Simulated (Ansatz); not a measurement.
# SiS2: the cell at several levels of theory, part 2 of 2

Ansatz 0.2.0, plane waves. Earlier steps stand in the parts before.

## Step 3: Relaxation with r2SCAN+rVV10

It starts from the cell of step 2.

Input file input.yaml:

```yaml
crystal:
  lattice:
    - [-2.7058786714, 4.7776978886, 2.7637768342]
    - [2.7058786714, -4.7776978886, 2.7637768342]
    - [2.7058786714, 4.7776978886, -2.7637768342]
  atoms:
    - { symbol: Si, position: [0.75, 0.75, 0.0] }
    - { symbol: Si, position: [0.25, 0.25, 0.0] }
    - { symbol: S, position: [0.1193990326, 0.2167529233, 0.336151956] }
    - { symbol: S, position: [0.8806009674, 0.7832470767, 0.663848044] }
    - { symbol: S, position: [0.6193990326, 0.2832470767, 0.9026461093] }
    - { symbol: S, position: [0.3806009674, 0.7167529233, 0.0973538907] }
kpoints:
  mp_grid: { grid: [6, 6, 6] }
hamiltonian:
  xc: r2scan
  dispersion: rvv10
scf:
  occupations: { method: fermi_dirac, width: 0.02 }
relax:
  f_tol: 0.005
  cell: {}
output:
  write_density: true
  write_potential: true
  elf: true
  volumetric_format: npy
```

Started as:

```sh
ansatz run input.yaml --threads 2 --pin off --max-ram 18432MiB --backend cpu --events-out ev --progress --plain --runs-dir out
```

Output:

```text
Engine: ansatz 0.2.0, x86_64-unknown-linux-gnu
Pseudopotentials: kind: paw
Pseudopotential: Si, paw, valence charge 4, recommended cutoff 500 eV (meta_gga), Si.paw.azcp
Pseudopotential: S, paw, valence charge 6, recommended cutoff 500 eV (meta_gga), S.paw.azcp
Functional definition: r2SCAN+rVV10
  parameter k0 = 0.174
  parameter k1 = 0.065
  parameter a1 = 4.9479
  exchange = r2scan_x(k0 = k0, k1 = k1, a1 = a1)
  correlation = r2scan_c + rvv10(11.95, 0.0093)
Crystal: 6 atoms, lattice volume = 142.919 Å³
Basis set: ecut = 500 eV, 3599 PW (Γ), exchange–correlation on 216×216×216 points (64 copies of the dense FFT grid, shifted against one another)
Bands: 22, of which v1, the nominal top of the filled ones, is band 16 counted from 1 (15 counted from 0)
Symmetry: 8 space group operations
Space group: Ibam (ITA 72), of the structure as read, at distance tolerance 5.2e-5 Å
k-points: 46 of 216
Non-local potential: Si, projectors of the file, l = 0: 2, l = 1: 2, l = 2: 2
Non-local potential: S, projectors of the file, l = 0: 2, l = 1: 2, l = 2: 2
PAW form: soft (Blöchl's): semilocal exchange-correlation on the pseudo side does not see the compensation charge
rVV10 density: all electrons in the spheres
PAW frozen core: Si, regenerated for the run's functional (the file was generated under x = pbe(κ = 0.804, μ = 0.2195149727645171), c = pbe(β = 0.06672455060314922))
PAW frozen core: S, regenerated for the run's functional (the file was generated under x = pbe(κ = 0.804, μ = 0.2195149727645171), c = pbe(β = 0.06672455060314922))
PAW one-centre angular grid: Si, 302 points (default); XC on 160 Gauss nodes
PAW one-centre angular grid: S, 302 points (default); XC on 160 Gauss nodes
Initial density: superposition of atomic densities (neutral atoms: chi_scale 0, normalization atom), corrected by the library's trained network
Initial wavefunctions: pseudopotential atomic-orbital guess
Functional: x = r2scan, c = r2scan + rvv10(b = 11.95, C = 0.0093); τ floored in thin density (d = 2e-4 eV/Å³)
SCF iter   1: F=—  HF=-4902.571262 eV  |F-HF|=—  |Δ(HF+E_count)|=         —  Δρ=4.81e-3  dr2=4.97e-2  dr2_τ=9.82e-2  ethr=1.77e-3  ⟨swp⟩=8.0  Hψ=6541  notcnv=0
preconditioner: auto → Resta (q_TF=auto, 2.126 Å⁻¹)  ε∞=3.6  [insulator: Δε(μ)=3.002 eV  Ē_g=10.845 eV  σ=0.020 eV  W_gap=1.00  n_scr=22 (ndim 8)  ℏωp=17.6 eV  f_vac=0.004  D(μ)=0.00/eV (n_scr^D=0)  ε∞_Penn≈3.6]
SCF iter   2: F=—  HF=-4902.623821 eV  |F-HF|=—  |Δ(HF+E_count)|=   5.26e-2  Δρ=2.97e-3  dr2=1.44e-2  dr2_τ=1.57e-4  ethr=1.55e-4  ⟨swp⟩=2.7  Hψ=2231  notcnv=0  defer=74
SCF iter   3: F=—  HF=-4902.618533 eV  |F-HF|=—  |Δ(HF+E_count)|=   5.29e-3  Δρ=3.26e-4  dr2=2.06e-4  dr2_τ=3.39e-5  ethr=4.50e-5  ⟨swp⟩=3.1  Hψ=1857  notcnv=0  defer=74
SCF iter   4: F=—  HF=-4902.618558 eV  |F-HF|=—  |Δ(HF+E_count)|=   2.53e-5  Δρ=1.46e-4  dr2=2.53e-5  dr2_τ=5.63e-7  ethr=6.44e-7  ⟨swp⟩=2.0  Hψ=1649  notcnv=0  defer=74
SCF iter   5: F=—  HF=-4902.618614 eV  |F-HF|=—  |Δ(HF+E_count)|=   5.56e-5  Δρ=3.91e-5  dr2=4.61e-6  dr2_τ=3.60e-7  ethr=7.92e-8  ⟨swp⟩=2.3  Hψ=1657  notcnv=0  defer=74
SCF iter   6: F=—  HF=-4902.618613 eV  |F-HF|=—  |Δ(HF+E_count)|=   4.56e-7  Δρ=1.04e-5  dr2=1.78e-7  dr2_τ=4.44e-9  ethr=1.44e-8  ⟨swp⟩=2.2  Hψ=1578  notcnv=0  defer=74
SCF iter   7: F=-4902.618613 eV  HF=-4902.618613 eV  |F-HF|=1.76e-9  |Δ(HF+E_count)|=   1.20e-7  Δρ=1.45e-6  dr2=3.84e-9  dr2_τ=1.80e-10  ethr=3.13e-10  ⟨swp⟩=9.4  Hψ=6741  notcnv=0
SCF 1 converged in 7 iterations: F = -4902.618613 eV  dr2 = 3.84e-9
relax step   1: F+E_penalty+E_count = -4902.61861331 eV  Δ(F+E_penalty+E_count) = +0.000e0 eV  max|allowed force component| = 1.858e-1 eV/Å  Δτ_max = 0.0000 Å  P = -0.676 GPa  Ω = 142.919 Å³  (7 SCF iters, dr2 threshold 1.00e-7 eV, accepted)
Crystal: 6 atoms, lattice volume = 146.578 Å³
Basis set: ecut = 500 eV, 3731 PW (Γ), exchange–correlation on 216×216×216 points (64 copies of the dense FFT grid, shifted against one another)
rVV10 density: all electrons in the spheres
Initial density: handed on by an earlier stage of this run
Initial wavefunctions: those handed on with the density
iter 1 solved again at ethr=1.34e-5 eV; its pass at ethr=3.10e-3 eV (dr2=4.28e-3 eV) is discarded
SCF iter   1: F=—  HF=-4902.596046 eV  |F-HF|=—  |Δ(HF+E_count)|=         —  Δρ=2.04e-3  dr2=4.51e-3  dr2_τ=1.51e-2  ethr=1.34e-5  ⟨swp⟩=2.5  Hψ=7224  notcnv=0
preconditioner: auto → Resta (q_TF=auto, 2.117 Å⁻¹)  ε∞=3.5  [insulator: Δε(μ)=3.140 eV  Ē_g=10.884 eV  σ=0.020 eV  W_gap=1.00  n_scr=22 (ndim 8)  ℏωp=17.3 eV  f_vac=0.005  D(μ)=0.00/eV (n_scr^D=0)  ε∞_Penn≈3.5]
SCF iter   2: F=—  HF=-4902.626547 eV  |F-HF|=—  |Δ(HF+E_count)|=   3.05e-2  Δρ=1.08e-3  dr2=1.15e-3  dr2_τ=2.06e-5  ethr=1.34e-5  ⟨swp⟩=3.0  Hψ=2174  notcnv=0
SCF iter   3: F=—  HF=-4902.626629 eV  |F-HF|=—  |Δ(HF+E_count)|=   8.16e-5  Δρ=1.19e-4  dr2=2.40e-5  dr2_τ=1.67e-6  ethr=3.61e-6  ⟨swp⟩=2.1  Hψ=1843  notcnv=0
SCF iter   4: F=—  HF=-4902.626717 eV  |F-HF|=—  |Δ(HF+E_count)|=   8.80e-5  Δρ=3.48e-5  dr2=2.31e-6  dr2_τ=8.74e-8  ethr=7.51e-8  ⟨swp⟩=2.0  Hψ=1723  notcnv=0
SCF iter   5: F=-4902.626719 eV  HF=-4902.626719 eV  |F-HF|=8.80e-8  |Δ(HF+E_count)|=   1.77e-6  Δρ=9.51e-6  dr2=1.79e-7  dr2_τ=1.45e-8  ethr=1.87e-9  ⟨swp⟩=10.3  Hψ=7547  notcnv=0
SCF 2 converged in 5 iterations: F = -4902.626719 eV  dr2 = 1.79e-7
relax step   2: F+E_penalty+E_count = -4902.62671863 eV  Δ(F+E_penalty+E_count) = -8.105e-3 eV  max|allowed force component| = 1.595e-2 eV/Å  Δτ_max = 0.0319 Å  P = -0.128 GPa  Ω = 146.578 Å³  energy of the carried Pulay correction = -2.958e-4 eV  (5 SCF iters, dr2 threshold 6.00e-7 eV, accepted)
Crystal: 6 atoms, lattice volume = 146.013 Å³
Basis set: ecut = 500 eV, 3717 PW (Γ), exchange–correlation on 216×216×216 points (64 copies of the dense FFT grid, shifted against one another)
rVV10 density: all electrons in the spheres
iter 1 solved again at ethr=7.67e-7 eV; its pass at ethr=3.10e-3 eV (dr2=2.45e-4 eV) is discarded
SCF iter   1: F=—  HF=-4902.627349 eV  |F-HF|=—  |Δ(HF+E_count)|=         —  Δρ=4.00e-4  dr2=2.31e-4  dr2_τ=3.21e-4  ethr=7.67e-7  ⟨swp⟩=3.4  Hψ=7004  notcnv=0
preconditioner: auto → Resta (q_TF=auto, 2.118 Å⁻¹)  ε∞=3.5  [insulator: Δε(μ)=3.152 eV  Ē_g=10.915 eV  σ=0.020 eV  W_gap=1.00  n_scr=22 (ndim 8)  ℏωp=17.4 eV  f_vac=0.002  D(μ)=0.00/eV (n_scr^D=0)  ε∞_Penn≈3.5]
SCF iter   2: F=—  HF=-4902.627681 eV  |F-HF|=—  |Δ(HF+E_count)|=   3.32e-4  Δρ=2.17e-4  dr2=5.71e-5  dr2_τ=5.46e-7  ethr=7.22e-7  ⟨swp⟩=2.0  Hψ=1998  notcnv=0
SCF iter   3: F=—  HF=-4902.627681 eV  |F-HF|=—  |Δ(HF+E_count)|=   4.86e-7  Δρ=3.57e-5  dr2=2.38e-6  dr2_τ=9.42e-8  ethr=1.78e-7  ⟨swp⟩=2.9  Hψ=1875  notcnv=0
SCF iter   4: F=-4902.627683 eV  HF=-4902.627683 eV  |F-HF|=1.54e-7  |Δ(HF+E_count)|=   1.29e-6  Δρ=1.24e-5  dr2=2.02e-7  dr2_τ=8.29e-9  ethr=1.53e-9  ⟨swp⟩=10.1  Hψ=7526  notcnv=0
SCF 3 converged in 4 iterations: F = -4902.627683 eV  dr2 = 2.02e-7
relax step   3: F+E_penalty+E_count = -4902.62768271 eV  Δ(F+E_penalty+E_count) = -9.641e-4 eV  max|allowed force component| = 4.409e-3 eV/Å  Δτ_max = 0.0047 Å  P = -0.032 GPa  Ω = 146.013 Å³  energy of the carried Pulay correction = -2.509e-4 eV  (4 SCF iters, dr2 threshold 4.89e-7 eV, accepted)
rVV10 density: all electrons in the spheres
Initial wavefunctions: pseudopotential atomic-orbital guess (no wavefunctions were taken with the density)
iter 1 solved again at ethr=8.62e-7 eV; its pass at ethr=3.10e-3 eV (dr2=2.76e-4 eV) is discarded
SCF iter   1: F=—  HF=-4902.627900 eV  |F-HF|=—  |Δ(HF+E_count)|=         —  Δρ=1.88e-5  dr2=2.39e-7  dr2_τ=1.15e-7  ethr=8.62e-7  ⟨swp⟩=3.1  Hψ=9321  notcnv=0
eigensolver tolerance schedule: the retry pair's looser diagonalisation over-reported the residual by 1153.71 of it (diagonalisation noise at 0.47 of the residual, at the tolerance the schedule requests for it); recorded, not acted on — ethr = c·dr2/N_el stays at c = 1.0e-1
preconditioner: auto → Resta (q_TF=auto, 2.118 Å⁻¹)  ε∞=3.5  [insulator: Δε(μ)=3.152 eV  Ē_g=10.913 eV  σ=0.020 eV  W_gap=1.00  n_scr=22 (ndim 8)  ℏωp=17.4 eV  f_vac=0.002  D(μ)=0.00/eV (n_scr^D=0)  ε∞_Penn≈3.5]
SCF iter   2: F=—  HF=-4902.627944 eV  |F-HF|=—  |Δ(HF+E_count)|=   4.38e-5  Δρ=1.04e-5  dr2=8.82e-8  dr2_τ=1.89e-8  ethr=7.46e-10  ⟨swp⟩=2.9  Hψ=1998  notcnv=0
SCF iter   3: F=—  HF=-4902.627944 eV  |F-HF|=—  |Δ(HF+E_count)|=   1.54e-7  Δρ=2.46e-6  dr2=1.44e-8  dr2_τ=1.03e-9  ethr=2.76e-10  ⟨swp⟩=2.0  Hψ=1564  notcnv=0
SCF iter   4: F=—  HF=-4902.627944 eV  |F-HF|=—  |Δ(HF+E_count)|=   1.81e-9  Δρ=9.00e-7  dr2=1.27e-9  dr2_τ=2.00e-10  ethr=4.51e-11  ⟨swp⟩=3.0  Hψ=1912  notcnv=0
SCF iter   5: F=-4902.627944 eV  HF=-4902.627944 eV  |F-HF|=2.18e-11  |Δ(HF+E_count)|=  6.98e-10  Δρ=1.46e-7  dr2=5.10e-11  dr2_τ=2.58e-12  ethr=1.00e-12  ⟨swp⟩=6.3  Hψ=6123  notcnv=0
SCF 4 converged in 5 iterations: F = -4902.627944 eV  dr2 = 5.10e-11
relax step   4: F+E_penalty+E_count = -4902.62794391 eV  Δ(F+E_penalty+E_count) = -2.612e-4 eV  max|allowed force component| = 4.362e-3 eV/Å  Δτ_max = 0.0000 Å  P = -0.032 GPa  Ω = 146.013 Å³  stress off target by 4.92e-2 GPa  SCF on the basis re-selected at this cell (its energy is not comparable with the rows above)  (5 SCF iters)
basis re-selected at this cell: Δ(F+E_penalty+E_count) = -2.612e-4 eV, ΔP = +0.000 GPa vs the last step (what re-selecting the basis moved, of the pressure what is left beyond the Pulay correction that the steps carried, after the strain that the cell walked since its last selection, with what the two solves' SCF thresholds leave and, on support functions, any second-order correction that the steps lacked; it is no measure of the basis error at this ecutwfc). This SCF's stress stands 4.92e-2 GPa from its target on what of the cell is left free (relax.cell.stress_tol is 5.00e-2 GPa) and its largest allowed force component is 4.36e-3 eV/Å (relax.f_tol is 5.00e-3 eV/Å): within both
SCF converged after 5 iterations
Free energy (F): -4902.627944 eV
Harris-Foulkes:  -4902.627944 eV  (|F-HF|=2.18e-11)
Internal energy: -4902.627944 eV  (E = F + TS)
E sigma→0 (E₀):  -4902.627944 eV
Fermi energy:    4.361620 eV
--- Per-component energies (eV) ---
  E_band       = -95.068869
  E_kinetic    = 512.470678
  E_local      = -825.098091  (includes V_loc(G=0)·N_el)
  E_nonlocal   = 160.683234
  E_hartree    = 269.665625
  E_xc         = -467.595423
  E_vxc        = -480.134346  (∫ρ·V_xc dr)
  E_paw        = -3476.861354  (= ΣΔE_a)
  E_vpaw       = -25.383557  (= ΣTr[D̂ρ^β])
  E_aug_tail   = 0.000009  (compensation charges beyond the density's cutoff)
  E_vtau       = 23.062018  (kinetic-family band-sum trace: ∫τ·v_τ [+ j·A + Jᵃ·Aᵃ] dr)
  E_ewald      = -1075.300690
  E_core_change = -0.591933  (= ΣΔE_core)
  E_smearing   = -0.000000  (= −TS)
  E_closure    = -0.000000  (closes the sum)
  Σ components = -4902.627944   (vs F -4902.627944, Δ=0.00e0)
--- Forces (eV/Å), atoms counted from 1 ---
  atom   1  Si    -0.00000000     0.00000000     0.00000000
  atom   2  Si     0.00000000     0.00000000     0.00000000
  atom   3  S     -0.00436212    -0.00159707     0.00000000
  atom   4  S      0.00436212     0.00159707     0.00000000
  atom   5  S      0.00436212    -0.00159707     0.00000000
  atom   6  S     -0.00436212     0.00159707     0.00000000
  max |Σ_I F_I| component: 0.00e0 eV/Å
--- Stress (GPa, compression-positive) ---
        0.000033       0.000000       0.000000
        0.000000      -0.045330       0.000000
        0.000000       0.000000      -0.049208
  P = ⅓ Tr σ = -0.0315 GPa (-0.315 kbar)
--- Band table (eV; the first three rows and the last of 46) ---
  k-point 0: bands = ["-12.5719", "-10.3537", "-9.7471", "-9.6044", "-5.0138", "-3.3901", "-2.1726", "-1.3662", "-1.1475", "-0.1805", "-0.1697", "0.6507", "1.0948", "1.9795", "2.0352", "2.1899", "6.5656", "7.1014", "7.3127", "8.7413", "9.2552", "9.5349"]
  k-point 1: bands = ["-12.5366", "-10.3567", "-9.7903", "-9.6455", "-5.0186", "-3.2845", "-2.2008", "-1.3056", "-1.1670", "-0.2308", "-0.0960", "0.8564", "1.0319", "1.5714", "1.9591", "2.3838", "6.8438", "7.2160", "7.6473", "8.4715", "8.9803", "9.2343"]
  k-point 2: bands = ["-12.4614", "-10.3598", "-9.9031", "-9.7080", "-5.0277", "-3.0635", "-2.2109", "-1.3317", "-1.0346", "-0.3426", "0.1795", "0.7959", "0.8827", "1.2176", "1.8538", "2.6565", "7.2833", "7.5828", "8.0012", "8.1124", "8.6041", "9.2009"]
  k-point 45: bands = ["-12.3997", "-10.3968", "-9.9874", "-9.7670", "-5.1722", "-2.8527", "-1.7989", "-0.9365", "-0.8294", "0.3403", "0.4118", "0.5772", "0.6414", "0.7691", "1.3339", "2.4812", "5.9377", "7.0047", "7.2797", "8.1864", "8.3264", "9.1126"]
--- Relaxed structure (3 steps of the walk, 3 accepted, 1 SCFs on fresh bases) ---
  F+E_penalty+E_count = -4902.62794391 eV   max|allowed force component| = 4.362e-3 eV/Å   (the final SCF, on the basis selected at the relaxed cell)
  cell:  # Å, volume = 146.0130 Å³
    - [-2.74339362443885, 4.8180836088433345, 2.761652180767663]
    - [2.74339362443885, -4.8180836088433345, 2.761652180767663]
    - [2.74339362443885, 4.8180836088433345, -2.761652180767663]
  atoms:
    - { symbol: Si, position: [0.7500000000000001, 0.7500000000000001, 1.5223502124640786e-19] }
    - { symbol: Si, position: [0.25, 0.25, 1.5223502124640786e-19] }
    - { symbol: S, position: [0.1177771225297926, 0.21221632573472057, 0.3299934482645131] }
    - { symbol: S, position: [0.8822228774702077, 0.7877836742652796, 0.6700065517354871] }
    - { symbol: S, position: [0.6177771225297926, 0.2877836742652795, 0.9055607967950721] }
    - { symbol: S, position: [0.3822228774702074, 0.7122163257347206, 0.094439203204928] }
```

Wall time 52 s (2 threads of AMD EPYC 7R13 (Zen 3), shared host); peak memory 1.4 GiB.

The steps:

| step | energy change (meV/atom) | largest force (eV/Å) | pressure (GPa) | volume (Å³/atom) |
| --- | --- | --- | --- | --- |
| 1 | 0.0 | 0.1858 | -0.68 | 23.820 |
| 2 | -1.4 | 0.0159 | -0.13 | 24.430 |
| 3 | -1.5 | 0.0044 | -0.03 | 24.335 |
| 4 | -1.6 | 0.0044 | -0.03 | 24.335 |

The table lists every geometry solved, with passes on a fresh basis, whose energies don't compare exactly with the rows above.

```
                       before   after   change
                a (Å)   5.412   5.487  +1.39 %
                b (Å)   9.555   9.636  +0.85 %
                c (Å)   5.528   5.523  -0.08 %
     volume (Å³/atom)  23.820  24.335  +2.16 %
shortest distance (Å)   2.142   2.133  -0.40 %
          space group    Ibam    Ibam     same
```

Axes a, b and c in the maps are those of this run's conventional cell (a, b, c = 5.487, 9.636, 5.523 Å).

Density in a lattice plane of the grid's cell (edges 5.49 and 9.64 Å, at 0.000 of the third edge), which holds S.

Ten even steps from '0' (0.01 e/Å³) to '9' (1.13 e/Å³):
```
21100000148985
31000000279178
20000000169697
10000000026763
00011100001110
00267631000000
01696972000000
02791783100000
01489852110000
00123322233210
00000112589841
00000013871972
00000002796961
00000001367620
00111000011100
13676200000000
27969610000000
38719720000001
25898410000011
22332100012332
```
Columns run along the first of these edges and rows up along the second, over one cell in 14 and 20 even steps from the bottom left corner. Atoms in the plane (fractional): S at (0.21, 0.12), S at (0.79, 0.88), S at (0.29, 0.62), S at (0.71, 0.38).

ELF in the same plane.

Values, 12 rows by 6 columns:
```
0.57 0.09 0.04 0.40 0.92 0.27
0.73 0.02 0.02 0.22 0.92 0.81
0.08 0.54 0.86 0.08 0.54 0.86
0.22 0.93 0.81 0.73 0.02 0.01
0.40 0.92 0.26 0.57 0.09 0.04
0.03 0.75 0.62 0.26 0.62 0.75
0.40 0.04 0.09 0.57 0.26 0.92
0.22 0.01 0.02 0.73 0.81 0.93
0.08 0.86 0.54 0.08 0.86 0.54
0.73 0.81 0.92 0.22 0.02 0.02
0.57 0.27 0.92 0.40 0.04 0.09
0.26 0.62 0.75 0.03 0.75 0.62
```
Columns run along the first of these edges and rows up along the second, over one cell in 6 and 12 even steps from the bottom left corner. Atoms in the plane (fractional): S at (0.21, 0.12), S at (0.79, 0.88), S at (0.29, 0.62), S at (0.71, 0.38).

Both are smooth fields of the valence electrons: close to the nuclei they are not physical.

Outside the cores ELF peaks at 0.94 beside S, off the lines to its neighbours, 0.8 Å from S; 0.90 on the Si–S line, 1.0 Å from Si.

## Step 4: PBE-D4: cell and atoms

Changes to input.yaml since step 3:

```diff
@@ -15,4 +15,4 @@
 hamiltonian:
-  xc: r2scan
-  dispersion: rvv10
+  xc: pbe
+  dispersion: d4
 scf:
@@ -22,6 +22 @@
   cell: {}
-output:
-  write_density: true
-  write_potential: true
-  elf: true
-  volumetric_format: npy
```

Started as:

```sh
ansatz run input.yaml --threads 2 --pin off --max-ram 18432MiB --backend cpu --events-out ev --progress --plain --runs-dir out
```

Output, cut to the lines that bear on the results:

```text
[...]
[... 4 set-up lines as earlier in the session ...]
[...]
Crystal: 6 atoms, lattice volume = 142.919 Å³
Basis set: ecut = 420 eV, 2771 PW (Γ), exchange–correlation on 90×90×90 points (8 copies of the dense FFT grid, shifted against one another)
Bands: 22, of which v1, the nominal top of the filled ones, is band 16 counted from 1 (15 counted from 0)
[... 2 set-up lines as earlier in the session ...]
k-points: 46 of 216
[...]
SCF iter   1: F=—  HF=-4885.366318 eV  |F-HF|=—  |Δ(HF+E_count)|=         —  Δρ=1.19e-3  dr2=1.27e-3  ethr=1.77e-3  ⟨swp⟩=8.4  Hψ=6575  notcnv=0
[...]
  P = ⅓ Tr σ = -0.0038 GPa (-0.038 kbar)
--- Relaxed structure (3 steps of the walk, 3 accepted, 1 SCFs on fresh bases) ---
  F+E_penalty+E_count = -4885.36401831 eV   max|allowed force component| = 5.662e-4 eV/Å   (the final SCF, on the basis selected at the relaxed cell)
  cell:  # Å, volume = 142.0763 Å³
    - [-2.6968144381183485, 4.767856909976907, 2.7624045338640744]
    - [2.6968144381183485, -4.767856909976907, 2.7624045338640744]
    - [2.6968144381183485, 4.767856909976907, -2.7624045338640744]
  atoms:
    - { symbol: Si, position: [0.7499999999999999, 0.7499999999999999, -6.678065945485445e-21] }
    - { symbol: Si, position: [0.24999999999999997, 0.24999999999999997, -6.678065945485445e-21] }
    - { symbol: S, position: [0.11959499375690963, 0.2176671193760388, 0.33726211313294835] }
    - { symbol: S, position: [0.8804050062430906, 0.7823328806239612, 0.6627378868670517] }
    - { symbol: S, position: [0.6195949937569097, 0.2823328806239612, 0.901927874380871] }
    - { symbol: S, position: [0.3804050062430903, 0.7176671193760388, 0.09807212561912917] }
```

Wall time 8.8 s (2 threads of AMD EPYC 7R13 (Zen 3), shared host); peak memory 0.64 GiB.

Step by step:

| step | energy change (meV/atom) | largest force (eV/Å) | pressure (GPa) | volume (Å³/atom) |
| --- | --- | --- | --- | --- |
| 1 | 0.0 | 0.0051 | -0.06 | 23.820 |
| 2 | 0.0 | 0.0066 | -0.02 | 23.690 |
| 3 | 0.0 | 0.0006 | 0.00 | 23.679 |
| 4 | 0.0 | 0.0006 | 0.00 | 23.679 |

The table lists every geometry solved, with passes on a fresh basis, whose energies don't compare exactly with the rows above.

|  | before | after | change |
| --- | --- | --- | --- |
| a (Å) | 5.412 | 5.394 | -0.33 % |
| b (Å) | 9.555 | 9.536 | -0.21 % |
| c (Å) | 5.528 | 5.525 | -0.05 % |
| volume (Å³/atom) | 23.820 | 23.679 | -0.59 % |
| shortest distance (Å) | 2.142 | 2.142 | -0.01 % |
| space group | Ibam | Ibam | same |

## Step 5: Results

This closing draws on all 2 parts.

| level | a (Å) | b (Å) | c (Å) | volume (Å³/atom) | space group | SCF geometries |
| --- | --- | --- | --- | --- | --- | --- |
| PBE-D3(BJ) | 5.412 | 9.555 | 5.528 | 23.820 | Ibam | 7 |
| r2SCAN+rVV10 | 5.487 | 9.636 | 5.523 | 24.335 | Ibam | 4 |
| PBE-D4 | 5.394 | 9.536 | 5.525 | 23.679 | Ibam | 4 |

What this shows: From the start to the first minimum the volume moved by -3.1 %. The volume runs from PBE-D4 (least) to r2SCAN+rVV10 (most), a spread of 2.8 %, or 0.9 % in length if all axes shared it alike.
